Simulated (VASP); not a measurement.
# Pt (Fm-3m) in VASP: notebook

One crystal, Pt, is run at these levels: PBE; tasks: relaxation of cell and atoms.

Program: VASP 6.6.1. These are calculated values, not measurements. Logs are shortened: lines on timing, memory, paths and dates and some standing lists are left out, and cuts for length are marked.

## 1. Starting point

It takes space group Fm-3m (No. 225, cubic). Conventional cell: a = 3.922 Å, b = 3.922 Å, c = 3.922 Å, α = 90.00°, β = 90.00°, γ = 90.00°. Pt (site symmetry m-3m) is surrounded by 12 Pt at 2.77 Å.

## 2. Relaxation of cell and atoms, PBE, collinear spin, ferromagnetic start

Input file INCAR:

```
SYSTEM = Pt
PREC = Accurate
ENCUT = 520
EDIFF = 1E-7
ISMEAR = 0
SIGMA = 0.1
LREAL = .False.
LASPH = .True.
NELM = 120
ALGO = Fast
ISIF = 3
LWAVE = .False.
LCHARG = .False.
ISPIN = 2
MAGMOM = 1
LORBIT = 11
LMAXMIX = 4
GGA = PE
IBRION = 2
NSW = 80
EDIFFG = -0.002
```

Input file KPOINTS:

```
Automatic mesh
0
Gamma
  18 18 18
  0 0 0
```

Input file POSCAR:

```
Pt
1.0
    0.0000000000      1.9609000000      1.9609000000
    1.9609000000      0.0000000000      1.9609000000
    1.9609000000      1.9609000000      0.0000000000
Pt
1
Direct
    0.0000000000      0.0000000000      0.0000000000
```

Potentials or basis: VASP PAW PBE potentials, release 64 (Pt).

The run is started by

```bash
cat potpaw_PBE.64/Pt/POTCAR > POTCAR
mpirun -np 1 vasp_std > vasp.out
```

OUTCAR:

```text
SYSTEM = Pt
   PREC = Accurate
   ENCUT = 520
   EDIFF = 1E-7
   ISMEAR = 0
   LREAL = .False.
   LASPH = .True.
   NELM = 120
   ISIF = 3
   ISPIN = 2
   LORBIT = 11
   GGA = PE
   IBRION = 2
   NSW = 80
   EDIFFG = -0.002

 ion  position               nearest neighbor table
   1  0.000  0.000  0.000-

  LATTYP: Found a face centered cubic cell.
 ALAT       =     3.9218000000

  Lattice vectors:

 A1 = (   0.0000000000,   1.9609000000,   1.9609000000)
 A2 = (   1.9609000000,   0.0000000000,   1.9609000000)
 A3 = (   1.9609000000,   1.9609000000,   0.0000000000)

Analysis of symmetry for initial positions (statically):
=====================================================================
 Subroutine PRICEL returns:
 Original cell was already a primitive cell.

 Routine SETGRP: Setting up the symmetry group for a
 face centered cubic supercell.

 Subroutine GETGRP returns: Found 48 space group operations
 (whereof 48 operations were pure point group operations)
 out of a pool of 48 trial point group operations.

The static configuration has the point symmetry O_h .

Analysis of symmetry for dynamics (positions and initial velocities):
=====================================================================
 Subroutine PRICEL returns:
 Original cell was already a primitive cell.

 Routine SETGRP: Setting up the symmetry group for a
 face centered cubic supercell.

 Subroutine GETGRP returns: Found 48 space group operations
 (whereof 48 operations were pure point group operations)
 out of a pool of 48 trial point group operations.

The dynamic configuration has the point symmetry O_h .

Analysis of structural, dynamic, and magnetic symmetry:
=====================================================================
 Subroutine PRICEL returns:
 Original cell was already a primitive cell.

 Routine SETGRP: Setting up the symmetry group for a
 face centered cubic supercell.

 Subroutine GETGRP returns: Found 48 space group operations
 (whereof 48 operations were pure point group operations)
 out of a pool of 48 trial point group operations.

The overall configuration has the point symmetry O_h .

 Subroutine INISYM returns: Found 48 space group operations
 (whereof 48 operations are pure point group operations),
 and found     1 'primitive' translations

----------------------------------------------------------------------------------------

                                     Primitive cell

  volume of cell :      15.0798

  direct lattice vectors                    reciprocal lattice vectors
     0.000000000  1.960900000  1.960900000    -0.254984956  0.254984956  0.254984956
     1.960900000  0.000000000  1.960900000     0.254984956 -0.254984956  0.254984956
     1.960900000  1.960900000  0.000000000     0.254984956  0.254984956 -0.254984956

  length of vectors
     2.773131374  2.773131374  2.773131374     0.441646899  0.441646899  0.441646899

  position of ions in fractional coordinates (direct lattice)
     0.000000000  0.000000000  0.000000000

  ion indices of the primitive-cell ions
   primitive index   ion index
                 1           1

----------------------------------------------------------------------------------------

 KPOINTS: Automatic mesh

Automatic generation of k-mesh.
 Grid dimensions read from file:
 generate k-points for:   18   18   18

 Generating k-lattice:

  Cartesian coordinates                     Fractional coordinates (reciprocal lattice)
    -0.014165831  0.014165831  0.014165831     0.055555556  0.000000000  0.000000000
     0.014165831 -0.014165831  0.014165831     0.000000000  0.055555556  0.000000000
     0.014165831  0.014165831 -0.014165831     0.000000000  0.000000000  0.055555556

  Length of vectors
     0.024535939  0.024535939  0.024535939

  Shift w.r.t. Gamma in fractional coordinates (k-lattice)
     0.000000000  0.000000000  0.000000000

 Subroutine IBZKPT returns following result:
 ===========================================

 Found    195 irreducible k-points:

 Following reciprocal coordinates:
            Coordinates               Weight
  0.000000  0.000000  0.000000      1.000000
  0.055556  0.000000  0.000000      8.000000
  0.111111  0.000000  0.000000      8.000000
  0.166667  0.000000  0.000000      8.000000
  0.222222  0.000000  0.000000      8.000000
  0.277778  0.000000  0.000000      8.000000
[... 16 lines left out ...]
 -0.277778  0.055556  0.000000     24.000000
 -0.222222  0.055556  0.000000     24.000000
 [... further k-points ...]
   k-points           NKPTS =    195   k-points in BZ     NKDIM =    195   number of bands    NBANDS=     10
   number of dos      NEDOS =    301   number of ions     NIONS =      1
   total plane-waves  NPLWV =  13824
   dimension x,y,z NGX =    24 NGY =   24 NGZ =   24
   dimension x,y,z NGXF=    48 NGYF=   48 NGZF=   48
   ions per type =               1
   NGX,Y,Z   is equivalent  to a cutoff of  14.39, 14.39, 14.39 a.u.
   NGXF,Y,Z  is equivalent  to a cutoff of  28.78, 28.78, 28.78 a.u.
 SYSTEM =  Pt
   PREC   = accura    normal or accurate (medium, high low for compatibility)
   ISTART =      0    job   : 0-new  1-cont  2-samecut
   ICHARG =      2    charge: 1-file 2-atom 10-const
   ISPIN  =      2    spin polarized calculation?
   LNONCOLLINEAR =      F non collinear calculations
   LSORBIT =      F    spin-orbit coupling
   LASPH  =      T    aspherical Exc in radial PAW
   ENCUT  =  520.0 eV  38.22 Ry    6.18 a.u.   5.16  5.16  5.16*2*pi/ulx,y,z
   NELM   =    120;   NELMIN=  2; NELMDL= -5     # of ELM steps
   EDIFF  = 0.1E-06   stopping-criterion for ELM
   LREAL  =      F    real-space projection
   EDIFFG = -.2E-02   stopping-criterion for IOM
   NSW    =     80    number of steps for IOM
   IBRION =      2    ionic relax: 0-MD 1-quasi-New 2-CG
   NFREE  =      1    steps in history (QN), initial steepest desc. (CG)
   ISIF   =      3    stress and relaxation
   ISYM   =      2    0-nonsym 1-usesym 2-fastsym
   POTIM  = 0.5000    time-step for ionic-motion
   TEBEG  =    0.0;   TEEND  =   0.0 temperature during run
   PSTRESS=    0.0 pullay stress
   NELECT =      10.0000    total number of electrons
   NUPDOWN=      -1.0000    fix difference up-down
   EMIN   =  10.00;   EMAX   =-10.00  energy-range for DOS
   EFERMI =   0.00;   METHOD = LEGACY
   ISMEAR =     0;   SIGMA  =   0.10  broadening in eV -4-tet -1-fermi 0-gaus
   EFERMI_NEDOS =   21; number of points for ismear=-14 and -15
   IALGO  =     68    algorithm
   IMIX   =      4    mixing-type and parameters
     AMIX     =   0.40;   BMIX     =  1.00
     AMIX_MAG =   1.60;   BMIX_MAG =  1.00
  volume/ion in A,a.u.               =      15.08       101.76
  Fermi-wavevector in a.u.,A,eV,Ry     =   1.427609  2.697791 27.729605  2.038068
  Thomas-Fermi vector in A             =   2.547760
   LORBIT       =     11    0 simple, 1 ext, 2 COOP (PROOUT), +10 PAW based schemes
   GGA     = PE    functional components
   LHFCALC =     F    Hartree Fock is set to
   AEXX    =    0.0000 exact exchange contribution
   IVDW    =     0    specifies the selected vdW correction
   LEPSILON=     F    determine dielectric tensor
   LRPA    =     F    only Hartree local field effects (RPA)
 conjugate gradient relaxation of ions
 spin polarized calculation
 RMM-DIIS sequential band-by-band and
 Gauss-broadening in eV      SIGMA  =   0.10
  energy-cutoff  :      520.00
  volume of cell :       15.08
 maximum number of plane-waves:       419
 NGX is ok and might be reduce to    24
   NGX = 11   NGY = 11   NGZ = 11

--------------------------------------- Ionic step        1  -------------------------------------------

 number of electron      10.0000000 magnetization       0.0000588

 Free energy of the ion-electron system (eV)
  ---------------------------------------------------
  ext. energy  EPLUGINS =         0.00000000
  ---------------------------------------------------
  free energy    TOTEN  =        -6.08435658 eV

  energy without entropy =       -6.07369196  energy(sigma->0) =       -6.07902427

------------------------ aborting loop because EDIFF is reached ----------------------------------------

  FORCE on cell =-STRESS in cart. coord.  units (eV):
  Direction    XX          YY          ZZ          XY          YZ          ZX
  --------------------------------------------------------------------------------------
  -------------------------------------------------------------------------------------
  Total        0.8958445      0.8958445      0.8958445      0.0000000      0.0000000     -0.0000000
  in kB       95.1802531     95.1802531     95.1802531      0.0000000      0.0000000     -0.0000000
  external PRESSURE =      95.1802531 kB  Pullay stress =       0.0000000 kB
[... 24 lines left out ...]
 number of electron      10.0000001 magnetization      -0.0000129

 number of electron      10.0000001 magnetization       0.0000453

 E-fermi :   8.9852     XC(G=0): -12.7384

 val. band max:        8.9844742386   @ k =   0.4444   0.1111   0.0000
 cond. band min:       8.9903188710   @ k =  -0.4444   0.2778   0.0556
 fundamental gap:      0.0058446324
 Fermi energy:         8.9852391804

 spin component 1

 k-point     1 :       0.0000    0.0000    0.0000
  band No.  band energies     occupation
      1       0.1226      1.00000
      2       5.9092      1.00000
      3       5.9092      1.00000
      4       5.9092      1.00000
      5       7.6537      1.00000
      6       7.6537      1.00000
      7      23.8894      0.00000
      8      28.1482      0.00000
      9      28.1482      0.00000
     10      28.1482      0.00000
[... 678 lines left out ...]
  FREE ENERGIE OF THE ION-ELECTRON SYSTEM (eV)
  ---------------------------------------------------
  free  energy   TOTEN  =        -6.0995511148 eV

  energy  without entropy=       -6.0882884364  energy(sigma->0) =       -6.09391978

[... ionic steps 4 to 14 ...]

--------------------------------------- Ionic step       15  -------------------------------------------

 number of electron      10.0000002 magnetization      -0.0000000

 number of electron      10.0000002 magnetization       0.0000000
[... 71 lines left out ...]
 number of electron      10.0000002 magnetization      -0.0000000

 number of electron      10.0000002 magnetization       0.0000000

 Free energy of the ion-electron system (eV)
  ---------------------------------------------------
  ext. energy  EPLUGINS =         0.00000000
  ---------------------------------------------------
  free energy    TOTEN  =        -6.09957075 eV

  energy without entropy =       -6.08832836  energy(sigma->0) =       -6.09394955

 E-fermi :  10.6098     XC(G=0): -13.2832

 val. band max:       10.6095624820   @ k =  -0.3333   0.3889   0.1111
 cond. band min:      10.6206598569   @ k =   0.4444   0.1111   0.0000
 fundamental gap:      0.0110973749
 Fermi energy:        10.6098080432

 spin component 1

 k-point     1 :       0.0000    0.0000    0.0000
  band No.  band energies     occupation
      1       0.7783      1.00000
      2       7.0284      1.00000
      3       7.0284      1.00000
      4       7.0284      1.00000
      5       9.0628      1.00000
      6       9.0628      1.00000
      7      25.3409      0.00000
      8      30.1112      0.00000
      9      30.1112      0.00000
     10      30.1112      0.00000
[... 643 lines left out ...]
  FREE ENERGIE OF THE ION-ELECTRON SYSTEM (eV)
  ---------------------------------------------------
  free  energy   TOTEN  =        -6.0995707474 eV

  energy  without entropy=       -6.0883283562  energy(sigma->0) =       -6.09394955

 reached required accuracy - stopping structural energy minimisation

 total charge

# of ion       s       p       d       tot
------------------------------------------
    1        0.620   0.571   8.018   9.209

 magnetization (x)

# of ion       s       p       d       tot
------------------------------------------
    1        0.000  -0.000  -0.000  -0.000
```

Wall time 7.5 min (1 thread of Intel Xeon Platinum 8375C at 2.90GHz (Ice Lake), shared host); peak memory 0.21 GiB.

What came out:

| Quantity | Value |
| --- | --- |
| Free energy | -6.0996 eV |
| Relaxed volume | 15.61 Å³/atom |
| Relaxed cell | a = 2.805 Å, b = 2.805 Å, c = 2.805 Å, α = 60.00°, β = 60.00°, γ = 60.00° |
| Space group after relaxing (to 0.05 Å) | Fm-3m (No. 225) |
| Energy gained by relaxing | 15.2 meV/atom |
| Ionic steps | 17 |
| Pressure after relaxing | 0.0 GPa |
| Band gap on the k mesh | none (metal or under the smearing width) |
| Net moment | 0.00 μB per cell |
| Valence electrons inside the program's atomic spheres | Pt 9.21 |

Step by step:
```tsv
step	energy change (eV)	largest force (eV/Å)	pressure (GPa)	volume (Å³)
1	0.0000	0.0000	9.52	15.08
2	0.0772	0.0000	-17.71	17.12
3	-0.0152	0.0000	-0.29	15.63
4	-0.0152	0.0000	-0.03	15.62
5	-0.0152	0.0000	0.14	15.60
6	-0.0152	0.0000	0.14	15.60
7	-0.0152	0.0000	0.11	15.61
8	-0.0152	0.0000	0.12	15.61
9	-0.0152	0.0000	0.12	15.61
10	-0.0152	0.0000	0.12	15.61
11	-0.0152	0.0000	0.11	15.61
12	-0.0152	0.0000	0.11	15.61
13	-0.0152	0.0000	0.09	15.61
14	-0.0152	0.0000	0.07	15.61
15	-0.0152	0.0000	0.04	15.61
16	-0.0152	0.0000	-0.05	15.62
17	-0.0152	0.0000	0.00	15.61
```

Final structure:
```
Pt
1.0
     0.00000    1.98376    1.98376
     1.98376    0.00000    1.98376
     1.98376    1.98376    0.00000
Pt
1
Cartesian
  0.0000 0.0000 0.0000
```

Levels at points of the mesh, in eV from the Fermi level:
Spin up:
| k point | band 2 | band 3 | band 4 | band 5 | band 6 | band 7 | band 8 | band 9 |
| --- | --- | --- | --- | --- | --- | --- | --- | --- |
| (0.00, 0.00, 0.00) | -3.58 | -3.58 | -3.58 | -1.55 | -1.55 | 14.73 | 19.50 | 19.50 |
| (0.50, 0.00, 0.00) | -3.64 | -3.64 | -0.33 | 0.03 | 0.03 | 5.58 | 14.29 | 18.74 |
| (0.50, 0.50, 0.00) | -6.26 | 0.00 | 0.45 | 0.45 | 1.85 | 8.51 | 11.28 | 11.28 |
Spin down:
```tsv
k point	band 2	band 3	band 4	band 5	band 6	band 7	band 8	band 9
(0.00, 0.00, 0.00)	-3.58	-3.58	-3.58	-1.55	-1.55	14.73	19.50	19.50
(0.50, 0.00, 0.00)	-3.64	-3.64	-0.33	0.03	0.03	5.58	14.29	18.74
(0.50, 0.50, 0.00)	-6.26	0.00	0.45	0.45	1.85	8.51	11.28	11.28
```

## 3. Relaxation of cell and atoms, PBE, collinear spin, ferromagnetic start

This run uses another cell than the first one, of 15.61 Å³/atom, 1.035 times its volume.

INCAR is that of step 2.

KPOINTS is that of step 2.

Input file POSCAR:

```
Pt                                      
1.0
   -0.0000000000      1.9837593700      1.9837593700
    1.9837593700      0.0000000000      1.9837593700
    1.9837593700      1.9837593700      0.0000000000
  Pt            
     1
Direct
     0.0000000000000000    0.0000000000000000    0.0000000000000000
```

Potentials or basis: VASP PAW PBE potentials, release 64 (Pt).

The run is started by

```bash
cat potpaw_PBE.64/Pt/POTCAR > POTCAR
mpirun -np 1 vasp_std > vasp.out
```

Run time: 80 s. Hardware: 1 thread of Intel Xeon Platinum 8375C at 2.90GHz (Ice Lake), shared host; peak memory 0.19 GiB.

The run converged. Its results:

| Quantity | Value |
| --- | --- |
| Free energy | -6.1001 eV |
| Pressure after relaxing | 0.0 GPa |
| Band gap on the k mesh | none (metal or under the smearing width) |
| Net moment | 0.00 μB per cell |
| Valence electrons inside the program's atomic spheres | Pt 9.21 |

Final structure:
```
Pt
1.0
     0.00000    1.98376    1.98376
     1.98376    0.00000    1.98376
     1.98376    1.98376    0.00000
Pt
1
Cartesian
  0.0000 0.0000 0.0000
```

Levels at points of the mesh, in eV from the Fermi level:
Spin up:
```
           k point  band 2  band 3  band 4  band 5  band 6  band 7  band 8  band 9
(0.00, 0.00, 0.00)   -3.58   -3.58   -3.58   -1.55   -1.55   14.73   19.50   19.50
(0.50, 0.00, 0.00)   -3.64   -3.64   -0.33    0.03    0.03    5.58   14.29   18.74
(0.50, 0.50, 0.00)   -6.27   -0.01    0.45    0.45    1.85    8.51   11.28   11.28
```
Spin down:
| k point | band 3 | band 4 | band 5 | band 6 | band 7 | band 8 |
| --- | --- | --- | --- | --- | --- | --- |
| (0.00, 0.00, 0.00) | -3.58 | -3.58 | -1.55 | -1.55 | 14.73 | 19.50 |
| (0.50, 0.00, 0.00) | -3.64 | -0.33 | 0.03 | 0.03 | 5.58 | 14.29 |
| (0.50, 0.50, 0.00) | 0.00 | 0.46 | 0.46 | 1.85 | 8.51 | 11.28 |

Caveat: the relaxation stopped at its first step, so nothing moved.
